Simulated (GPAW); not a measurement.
A calculation with GPAW 26.7.0 of TaS2 (cli, Cartesian positions):

Contents of TaS2.xyz:

```xyz
3
Lattice="3.3500000000 0.0000000000 0.0000000000 -1.6750000000 2.9011851027 0.0000000000 0.0000000000 0.0000000000 5.8600000000" Properties=species:S:1:pos:R:3 pbc="T T T"
Ta     0.0000000000      0.0000000000      0.0000000000
S      1.6750000002      0.9670617008      4.3950000000
S     -0.0000000002      1.9341234019      1.4650000000
```

Potentials or basis: GPAW PAW data sets (gpaw-data 1.2.1), pw.

Run with:

```console
$ OMP_NUM_THREADS=1 gpaw run TaS2.xyz -p 'mode=PW(600),xc=PBE,kpts={size:(9,9,5),gamma:True},occupations={name:fermi-dirac,width:0.05},nbands=25,convergence={density:1e-05,energy:1e-05},maxiter=150,txt=gpaw.txt' --properties efs -w gs.gpw
```

Question: Write the same calculation in another form: ASE script, structure typed inline.

Answer: As run:

Contents of run.py:

```python
from ase import Atoms
from ase.dft.bandgap import bandgap
from ase.io import write
from ase.units import Bohr, GPa
from gpaw import GPAW, PW
from gpaw.elf import elf_from_dft_calculation

atoms = Atoms(['Ta', 'S', 'S'],
              cell=[[3.35, 0.0, 0.0],
                    [-1.675, 2.9011851027, 0.0],
                    [0.0, 0.0, 5.86]],
              scaled_positions=[[0.0, 0.0, 0.0],
                                [0.6666666667, 0.3333333333, 0.75],
                                [0.3333333333, 0.6666666667, 0.25]],
              pbc=True)

calc = GPAW(mode=PW(600),
            xc='PBE',
            kpts={'size': (9, 9, 5), 'gamma': True},
            occupations={'name': 'fermi-dirac', 'width': 0.05},
            nbands=25,
            convergence={'density': 1e-05, 'energy': 1e-05},
            maxiter=150,
            txt='gpaw.txt')
atoms.calc = calc
energy = atoms.get_potential_energy()
forces = atoms.get_forces()
stress = atoms.get_stress()
calc.write('gs.gpw')
write('result.traj', atoms)
print(f'Energy: {energy:.6f} eV')
print('Forces (eV/A):')
print(forces.round(4))
print('Stress (GPa):', (stress / GPa).round(3))
print('Fermi level:', round(calc.get_fermi_level(), 4), 'eV')
print(f'Gap: {bandgap(calc)[0]:.4f} eV, direct: {bandgap(calc, direct=True)[0]:.4f} eV')

# fields on the real-space grid
write('density.cube', atoms, data=calc.get_pseudo_density() * Bohr**3)
write('potential.cube', atoms, data=calc.get_electrostatic_potential())
write('elf.cube', atoms, data=elf_from_dft_calculation(calc).data)
```

Potentials or basis: GPAW PAW data sets (gpaw-data 1.2.1), pw.

Run with:

```bash
$ OMP_NUM_THREADS=1 python run.py
```

Both were run:

|  | cli, Cartesian positions | ASE script, structure typed inline |
| --- | --- | --- |
| Pressure | 9.5 GPa | 9.5 GPa |
| Largest force | 1.282 eV/Å | 1.282 eV/Å |
| Band gap on the k mesh | none (metal or under the smearing width) | none (metal or under the smearing width) |

Keys that steer only the numerical path or the files written may differ.

Caveat: this functional lacks dispersion, which binds the layers, so the pressure and a relaxed spacing across them are unreliable; forces of over 1 eV/Å show positions far from the minimum, so gaps and moduli don't describe the material at rest.
